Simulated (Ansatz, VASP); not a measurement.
# Ta in VASP and in Ansatz

```
Ta
1.0
    -1.62753    1.62753    1.62753
     1.62753   -1.62753    1.62753
     1.62753    1.62753   -1.62753
Ta
1
Cartesian
  0.0000 0.0000 0.0000
```

Alike in both runs: functional LDA; k mesh 18 × 18 × 18; occupations fermi-dirac, width 0.15 eV; no spin polarisation.

Ansatz relaxed the structure, and its values are those at the end. VASP's run is a single point on that final structure, the one shown.

|  | VASP | Ansatz |
| --- | --- | --- |
| version | VASP 6.6.1 | Ansatz 0.2.0 |
| potentials or method | VASP PAW LDA potentials, release 64 (Ta_pv) | scalar-relativistic, plane waves, PAW |
| plane-wave cutoff (eV) | 520 | 420 |
| valence electrons in the cell | 11 | 13 |

|  | VASP | Ansatz | Ansatz less VASP |
| --- | --- | --- | --- |
| gap on the k mesh at the Fermi level (eV) | none | none | - |
| pressure (GPa) | 0.9 | 0.0 | -0.90 |

A gap of «none» marks a metal or a gap that the smearing closes. The two sets of potentials don't hold the same shells in valence. Ansatz warned: «pseudo_functional_mismatch».

Spin-orbit coupling is left out, which matters for the levels of Ta.
